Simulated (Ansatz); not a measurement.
# TiB2 (P6/mmm) in Ansatz: a series of runs

Aim: see how the results for TiB2 move with the level of theory and the settings. Levels: LDA+U, PBE+U, PBE. Tasks: relaxation of cell and atoms, single point.

All numbers are computed with Ansatz 0.2.0; they aren't measurements. Logs are shortened: lines on timing, memory, paths and dates and some standing lists are left out, and cuts for length are marked.

## 1. Starting point

The structure is hexagonal, space group P6/mmm (No. 191). Conventional cell: a = 3.029 Å, b = 3.029 Å, c = 3.228 Å, α = 90.00°, β = 90.00°, γ = 120.00°. Ti (site symmetry 6/mmm) is surrounded by 12 B at 2.38 Å. B (site symmetry -6m2) is surrounded by 3 B at 1.75 Å.

## 2. Relaxation of cell and atoms, LDA+U

The input, input.yaml:

```yaml
crystal:
  lattice:
    - [3.0292, 0.0, 0.0]
    - [-1.5146, 2.6233641531, 0.0]
    - [0.0, 0.0, 3.2284]
  atoms:
    - { symbol: Ti, position: [0.0, 0.0, 0.0] }
    - { symbol: B, position: [0.6666666667, 0.3333333333, 0.5] }
    - { symbol: B, position: [0.3333333333, 0.6666666667, 0.5] }
hamiltonian:
  xc: lda
  pseudopotentials: { kind: paw }
  hubbard: { sites: [{ species: Ti, l: d, u_eff: 8.0 }] }
kpoints:
  mp_grid: { grid: [10, 10, 8] }
scf:
  occupations: { method: fermi_dirac, width: 0.05 }
output:
  forces: true
  stress: true
  eigenvalues: true
  write_density: true
  write_potential: true
  elf: true
  volumetric_format: npy
relax:
  f_tol: 0.01
  max_steps: 40
  cell: { stress_tol: 0.05 }
```

Potentials or basis: Ansatz PAW.

Run with:

```sh
$ ansatz run input.yaml --threads 2 --pin off --max-ram 5632MiB --backend cpu --events-out ev --progress --plain --runs-dir out
```

Standard output:

```text
Warning: RAYON_NUM_THREADS=2 ignored (pool sized by the plan → 2); use --threads N
Ti: projections on atomic orbitals take those of the free atom [Ne] 3s2 3p6 3d2 4s2, of charge +0.00 (hamiltonian.pseudopotentials.projection_atoms); the dataset's partial waves leave at most 4.1e-7 of an orbital's norm unspanned inside its sphere
B: projections on atomic orbitals take those of the free atom [He] 2s2 2p1, of charge +0.00 (hamiltonian.pseudopotentials.projection_atoms); the dataset's partial waves leave at most 3.0e-9 of an orbital's norm unspanned inside its sphere
Engine: ansatz 0.2.0, x86_64-unknown-linux-gnu
Pseudopotentials: kind: paw
Pseudopotential: Ti, paw, valence charge 12, recommended cutoff 420 eV (normal), Ti.paw.azcp
Pseudopotential: B, paw, valence charge 3, recommended cutoff 420 eV (normal), B.paw.azcp
Functional definition: SPW92
  exchange = slater_x
  correlation = pw_c
Crystal: 3 atoms, lattice volume = 25.655 Å³
Basis set: ecut = 420 eV, 503 PW (Γ)
Bands: 13, of which v1, the nominal top of the filled ones, is band 9 counted from 1 (8 counted from 0)
Symmetry: 24 space group operations
Space group: P6/mmm (ITA 191), of the structure as read, at distance tolerance 2.9e-5 Å
k-points: 70 of 800
Non-local potential: Ti, projectors of the file, l = 0: 3, l = 1: 2, l = 2: 3, l = 3: 1
Non-local potential: B, projectors of the file, l = 0: 2, l = 1: 2, l = 2: 1
PAW form: soft (Blöchl's): semilocal exchange-correlation on the pseudo side does not see the compensation charge
PAW frozen core: Ti, regenerated for the run's functional, and the local potential with it (the file was generated under x = pbe(κ = 0.804, μ = 0.2195149727645171), c = pbe(β = 0.06672455060314922))
PAW frozen core: B, regenerated for the run's functional, and the local potential with it (the file was generated under x = pbe(κ = 0.804, μ = 0.2195149727645171), c = pbe(β = 0.06672455060314922))
PAW one-centre angular grid: Ti, 590 points (default); XC on 64 Gauss nodes
PAW one-centre angular grid: B, 110 points (default); XC on 64 Gauss nodes
Initial density: superposition of atomic densities (chi_scale 0.1, normalization cell, long waves kept (reshape's long-wave potential 0.00 eV rms))
Initial wavefunctions: pseudopotential atomic-orbital guess
Functional: x = slater, c = lda
SCF iter   1: F=—  HF=-2748.019002 eV  |F-HF|=—  |Δ(HF+E_count)|=         —  Δρ=1.56e-1  dr2=1.02e1  ethr=3.10e-3  ⟨swp⟩=4.3  Hψ=4289  notcnv=0
preconditioner: auto → none  [metal: Δε(μ)=0.038 eV  Ē_g=10.649 eV  σ=0.050 eV  W_gap=0.18  n_scr=8 (ndim 8)  ℏωp=23.2 eV  f_vac=0.000  D(μ)=0.76/eV (n_scr^D=2)  sad-step TF]
SCF iter   2: F=—  HF=-2745.303931 eV  |F-HF|=—  |Δ(HF+E_count)|=    2.72e0  Δρ=5.26e-2  dr2=1.25e0  ethr=3.10e-3  ⟨swp⟩=3.1  Hψ=2605  notcnv=0
SCF iter   3: F=—  HF=-2745.178810 eV  |F-HF|=—  |Δ(HF+E_count)|=   1.25e-1  Δρ=3.07e-2  dr2=3.02e-1  ethr=3.10e-3  ⟨swp⟩=2.5  Hψ=1961  notcnv=0
SCF iter   4: F=—  HF=-2745.199038 eV  |F-HF|=—  |Δ(HF+E_count)|=   2.02e-2  Δρ=1.07e-2  dr2=2.43e-2  ethr=1.68e-3  ⟨swp⟩=2.0  Hψ=1750  notcnv=0
SCF iter   5: F=—  HF=-2745.203040 eV  |F-HF|=—  |Δ(HF+E_count)|=   4.00e-3  Δρ=1.68e-3  dr2=4.05e-4  ethr=1.35e-4  ⟨swp⟩=2.1  Hψ=1758  notcnv=0
SCF iter   6: F=—  HF=-2745.203728 eV  |F-HF|=—  |Δ(HF+E_count)|=   6.88e-4  Δρ=6.08e-4  dr2=6.35e-5  ethr=2.25e-6  ⟨swp⟩=2.0  Hψ=1481  notcnv=0
SCF iter   7: F=—  HF=-2745.203863 eV  |F-HF|=—  |Δ(HF+E_count)|=   1.35e-4  Δρ=2.77e-4  dr2=1.81e-5  ethr=3.53e-7  ⟨swp⟩=2.0  Hψ=1549  notcnv=0
SCF iter   8: F=—  HF=-2745.203874 eV  |F-HF|=—  |Δ(HF+E_count)|=   1.01e-5  Δρ=1.11e-4  dr2=4.14e-6  ethr=1.01e-7  ⟨swp⟩=2.0  Hψ=1546  notcnv=0
SCF iter   9: F=—  HF=-2745.203873 eV  |F-HF|=—  |Δ(HF+E_count)|=   2.53e-7  Δρ=1.83e-5  dr2=1.17e-7  ethr=2.30e-8  ⟨swp⟩=2.7  Hψ=1456  notcnv=0
SCF iter  10: F=-2745.203873 eV  HF=-2745.203873 eV  |F-HF|=2.48e-9  |Δ(HF+E_count)|=   2.48e-9  Δρ=3.73e-6  dr2=4.18e-9  ethr=5.56e-10  ⟨swp⟩=7.9  Hψ=5576  notcnv=0
SCF 1 converged in 10 iterations: F = -2745.203873 eV  dr2 = 4.18e-9
relax step   1: F+E_penalty+E_count = -2745.20387328 eV  Δ(F+E_penalty+E_count) = +0.000e0 eV  max|allowed force component| = 4.503e-16 eV/Å  Δτ_max = 0.0000 Å  P = -3.400 GPa  Ω = 25.655 Å³  (10 SCF iters, dr2 threshold 1.00e-7 eV, accepted)
Crystal: 3 atoms, lattice volume = 25.487 Å³
Basis set: ecut = 420 eV, 491 PW (Γ)
Initial density: handed on by an earlier stage of this run
Initial wavefunctions: those handed on with the density
iter 1 solved again at ethr=2.47e-5 eV; its pass at ethr=3.10e-3 eV (dr2=4.45e-3 eV) is discarded
SCF iter   1: F=—  HF=-2745.214039 eV  |F-HF|=—  |Δ(HF+E_count)|=         —  Δρ=3.59e-3  dr2=4.37e-3  ethr=2.47e-5  ⟨swp⟩=1.3  Hψ=5850  notcnv=0
preconditioner: auto → none  [metal: Δε(μ)=0.009 eV  Ē_g=8.277 eV  σ=0.050 eV  W_gap=0.04  n_scr=8 (ndim 8)  ℏωp=23.3 eV  f_vac=0.000  D(μ)=0.77/eV (n_scr^D=2)]
[... 15 lines left out ...]
SCF 3 converged in 5 iterations: F = -2745.213981 eV  dr2 = 2.02e-9
relax step   3: F+E_penalty+E_count = -2745.21398081 eV  Δ(F+E_penalty+E_count) = -4.646e-4 eV  max|allowed force component| = 2.837e-16 eV/Å  Δτ_max = 0.0000 Å  P = -0.152 GPa  Ω = 25.402 Å³  energy of the carried Pulay correction = +5.017e-4 eV  (5 SCF iters, dr2 threshold 3.00e-7 eV, accepted)
Crystal: 3 atoms, lattice volume = 25.386 Å³
iter 1 solved again at ethr=4.46e-8 eV; its pass at ethr=3.10e-3 eV (dr2=8.03e-6 eV) is discarded
SCF iter   1: F=—  HF=-2745.214022 eV  |F-HF|=—  |Δ(HF+E_count)|=         —  Δρ=1.34e-4  dr2=8.16e-6  ethr=4.46e-8  ⟨swp⟩=2.4  Hψ=5639  notcnv=0
preconditioner: auto → none  [metal: Δε(μ)=0.012 eV  Ē_g=8.273 eV  σ=0.050 eV  W_gap=0.06  n_scr=8 (ndim 8)  ℏωp=23.3 eV  f_vac=0.000  D(μ)=0.74/eV (n_scr^D=2)]
SCF iter   2: F=—  HF=-2745.214022 eV  |F-HF|=—  |Δ(HF+E_count)|=   7.79e-8  Δρ=1.41e-4  dr2=6.69e-6  ethr=4.46e-8  ⟨swp⟩=2.2  Hψ=1322  notcnv=0
SCF iter   3: F=—  HF=-2745.214020 eV  |F-HF|=—  |Δ(HF+E_count)|=   1.37e-6  Δρ=2.62e-5  dr2=7.80e-8  ethr=7.53e-10  ⟨swp⟩=6.1  Hψ=5304  notcnv=0
SCF iter   4: F=-2745.214021 eV  HF=-2745.214021 eV  |F-HF|=1.77e-8  |Δ(HF+E_count)|=   3.94e-7  Δρ=8.21e-6  dr2=1.31e-8  ethr=4.33e-10  ⟨swp⟩=8.2  Hψ=5735  notcnv=0
SCF 4 converged in 4 iterations: F = -2745.214021 eV  dr2 = 1.31e-8
relax step   4: F+E_penalty+E_count = -2745.21402087 eV  Δ(F+E_penalty+E_count) = -4.006e-5 eV  max|allowed force component| = 3.084e-16 eV/Å  Δτ_max = 0.0000 Å  P = +0.001 GPa  Ω = 25.386 Å³  energy of the carried Pulay correction = +5.312e-4 eV  (4 SCF iters, dr2 threshold 1.36e-7 eV, accepted)
Initial wavefunctions: pseudopotential atomic-orbital guess (no wavefunctions were taken with the density)
iter 1 solved again at ethr=3.69e-9 eV; its pass at ethr=3.10e-3 eV (dr2=6.63e-7 eV) is discarded
SCF iter   1: F=—  HF=-2745.213559 eV  |F-HF|=—  |Δ(HF+E_count)|=         —  Δρ=5.59e-5  dr2=9.97e-8  ethr=3.69e-9  ⟨swp⟩=3.0  Hψ=7054  notcnv=0
preconditioner: auto → none  [metal: Δε(μ)=0.011 eV  Ē_g=8.271 eV  σ=0.050 eV  W_gap=0.06  n_scr=8 (ndim 8)  ℏωp=23.3 eV  f_vac=0.000  D(μ)=0.74/eV (n_scr^D=2)]
SCF iter   2: F=—  HF=-2745.213559 eV  |F-HF|=—  |Δ(HF+E_count)|=   1.53e-7  Δρ=2.78e-5  dr2=2.29e-8  ethr=5.54e-10  ⟨swp⟩=1.6  Hψ=952  notcnv=0
SCF iter   3: F=—  HF=-2745.213559 eV  |F-HF|=—  |Δ(HF+E_count)|=   8.36e-8  Δρ=1.33e-5  dr2=6.34e-8  ethr=1.27e-10  ⟨swp⟩=2.0  Hψ=1546  notcnv=0
SCF iter   4: F=—  HF=-2745.213559 eV  |F-HF|=—  |Δ(HF+E_count)|=   1.18e-8  Δρ=3.27e-6  dr2=1.60e-9  ethr=1.27e-10  ⟨swp⟩=2.1  Hψ=1482  notcnv=0
SCF iter   5: F=—  HF=-2745.213559 eV  |F-HF|=—  |Δ(HF+E_count)|=   3.22e-9  Δρ=6.67e-7  dr2=6.32e-11  ethr=8.86e-12  ⟨swp⟩=2.0  Hψ=1526  notcnv=0
SCF iter   6: F=-2745.213559 eV  HF=-2745.213559 eV  |F-HF|=1.36e-12  |Δ(HF+E_count)|=  1.02e-10  Δρ=1.25e-7  dr2=1.40e-12  ethr=1.00e-12  ⟨swp⟩=5.4  Hψ=3513  notcnv=0
SCF 5 converged in 6 iterations: F = -2745.213559 eV  dr2 = 1.40e-12
relax step   5: F+E_penalty+E_count = -2745.21355902 eV  Δ(F+E_penalty+E_count) = +4.618e-4 eV  max|allowed force component| = 1.912e-16 eV/Å  Δτ_max = 0.0000 Å  P = -0.027 GPa  Ω = 25.386 Å³  stress off target by 4.49e-2 GPa  SCF on the basis re-selected at this cell (its energy is not comparable with the rows above)  (6 SCF iters)
basis re-selected at this cell: Δ(F+E_penalty+E_count) = +4.618e-4 eV, ΔP = -0.027 GPa vs the last step (what re-selecting the basis moved, of the pressure what is left beyond the Pulay correction that the steps carried, after the strain that the cell walked since its last selection, with what the two solves' SCF thresholds leave and, on support functions, any second-order correction that the steps lacked; it is no measure of the basis error at this ecutwfc). This SCF's stress stands 4.49e-2 GPa from its target on what of the cell is left free (relax.cell.stress_tol is 5.00e-2 GPa) and its largest allowed force component is 1.91e-16 eV/Å (relax.f_tol is 1.00e-2 eV/Å): within both
SCF converged after 6 iterations
Free energy (F): -2745.213559 eV
Harris-Foulkes:  -2745.213559 eV  (|F-HF|=1.36e-12)
Internal energy: -2745.207934 eV  (E = F + TS)
E sigma→0 (E₀):  -2745.210747 eV
Entropy (-TS):   -0.005625 eV (-1.875 meV/atom)
Fermi energy:    15.996763 eV
--- Per-component energies (eV) ---
  E_band       = -95.569397
  E_kinetic    = 376.932997
  E_local      = -776.756668  (includes V_loc(G=0)·N_el)
  E_nonlocal   = 31.733434
  E_hartree    = 323.173572
  E_xc         = -164.861798
  E_vxc        = -203.265041  (∫ρ·V_xc dr)
  E_hubbard    = 7.790455  (on-site DFT+U / exact-exchange correction)
  E_vhub       = 4.844893  (the Hubbard potential's part of the band-sum identity)
  E_paw        = -1142.581979  (= ΣΔE_a)
  E_vpaw       = -175.406267  (= ΣTr[D̂ρ^β])
  E_aug_tail   = 0.000080  (compensation charges beyond the density's cutoff)
  E_ewald      = -1401.055646
  E_core_change = 0.417619  (= ΣΔE_core)
  E_smearing   = -0.005625  (= −TS)
  E_closure    = 0.000000  (closes the sum)
  Σ components = -2745.213559   (vs F -2745.213559, Δ=0.00e0)
--- Forces (eV/Å), atoms counted from 1 ---
  atom   1  Ti     0.00000000    -0.00000000     0.00000000
  atom   2  B      0.00000000     0.00000000     0.00000000
  atom   3  B      0.00000000    -0.00000000    -0.00000000
  max |Σ_I F_I| component: 5.55e-17 eV/Å
--- Stress (GPa, compression-positive) ---
       -0.044905      -0.000000      -0.000000
        0.000000      -0.044905       0.000000
       -0.000000       0.000000       0.010237
  P = ⅓ Tr σ = -0.0265 GPa (-0.265 kbar)
--- Band table (eV; the first three rows and the last of 70) ---
  k-point 0: bands = ["-42.4266", "-19.1295", "-18.6563", "-18.6563", "1.8962", "12.7852", "13.1746", "13.1746", "14.3841", "18.0043", "18.0043", "19.1563", "19.1563"]
  k-point 1: bands = ["-42.4240", "-19.1547", "-18.6543", "-18.6543", "2.0961", "11.5699", "13.3308", "13.3308", "15.3911", "17.5298", "17.5298", "18.8308", "18.8308"]
  k-point 2: bands = ["-42.4171", "-19.2157", "-18.6494", "-18.6494", "2.6537", "9.8192", "13.7850", "13.7850", "16.6114", "16.7593", "16.7593", "17.9908", "17.9908"]
  k-point 69: bands = ["-42.3487", "-19.2021", "-18.9560", "-18.8768", "6.8067", "7.8005", "9.6740", "12.0888", "12.5531", "18.8103", "19.4397", "19.8663", "20.0723"]
Occupation matrices written to <dir>
--- Relaxed structure (4 steps of the walk, 4 accepted, 1 SCFs on fresh bases) ---
  F+E_penalty+E_count = -2745.21355902 eV   max|allowed force component| = 1.912e-16 eV/Å   (the final SCF, on the basis selected at the relaxed cell)
  cell:  # Å, volume = 25.3856 Å³
    - [3.0014351682733516, 0.0, 1.81323983162773e-34]
    - [-1.5007175841366758, 2.599319103536744, 9.266938431377365e-36]
    - [1.9324783680430004e-34, 1.2297589614819091e-34, 3.2538623538054536]
  atoms:
    - { symbol: Ti, position: [-4.3118922036052753e-35, -7.647344814923762e-36, 0.0] }
    - { symbol: B, position: [0.6666666666666665, 0.3333333333333333, 0.5] }
    - { symbol: B, position: [0.3333333333333333, 0.6666666666666666, 0.5] }
```

It took 7.5 s on 2 threads of Intel Xeon at 2.70GHz, shared host; peak memory 0.37 GiB.

What came out:

```
Free energy                            : -2745.2136 eV
Relaxed volume                         : 8.46 Å³/atom
Relaxed cell                           : a = 3.001 Å, b = 3.001 Å, c = 3.254 Å, α = 90.00°, β = 90.00°, γ = 120.00°
Space group after relaxing (to 0.05 Å) : P6/mmm (No. 191)
Energy gained by relaxing              : 3.2 meV/atom
Ionic steps                            : 5
Pressure after relaxing                : 0.0 GPa
Band gap on the k mesh                 : none (metal or under the smearing width)
```

The path:
```
step  energy change (eV)  largest force (eV/Å)  volume (Å³)
   1              0.0000                0.0000        25.66
   2             -0.0096                0.0000        25.49
   3             -0.0101                0.0000        25.40
   4             -0.0101                0.0000        25.39
   5             -0.0097                0.0000        25.39
```

Final structure:
```xyz
3
Lattice="3.0014 0.0000 0.0000 -1.5007 2.5993 0.0000 0.0000 0.0000 3.2539" Properties=species:S:1:pos:R:3 pbc="T T T"
Ti    0.0000    0.0000    0.0000
B     1.5007    0.8664    1.6269
B     0.0000    1.7329    1.6269
```

Levels at points of the mesh, in eV from the Fermi level:
| k point | band 7 | band 8 | band 9 | band 10 | band 11 | band 12 |
| --- | --- | --- | --- | --- | --- | --- |
| (0.00, 0.00, 0.00) | -2.82 | -2.82 | -1.61 | 2.01 | 2.01 | 3.16 |
| (0.00, 0.00, -0.50) | -0.97 | -0.97 | 0.02 | 0.02 | 0.25 | 0.25 |
| (0.00, -0.50, 0.00) | -3.78 | -3.43 | -2.06 | 1.49 | 2.49 | 2.63 |
| (0.00, -0.50, -0.50) | -4.85 | -4.12 | -3.92 | 2.64 | 2.73 | 4.10 |

Eigenvalues of the final occupation matrices:
```csv
site,spin,trace,eigenvalues
site 1,1,1.34,0.21 0.25 0.25 0.31 0.31
```

Caveat: the plane-wave basis is chosen anew once the cell has moved, so the energies of steps on either side of that aren't comparable; U without spin polarisation on a metal has little footing; the PAW data sets come from PBE, with cores solved anew for the run's functional, which leaves a small shift of forces and pressure; the U is typed as a test and isn't derived for this compound. LDA usually gives volumes a few per cent too small.

(Continued in part 2 of 2.)
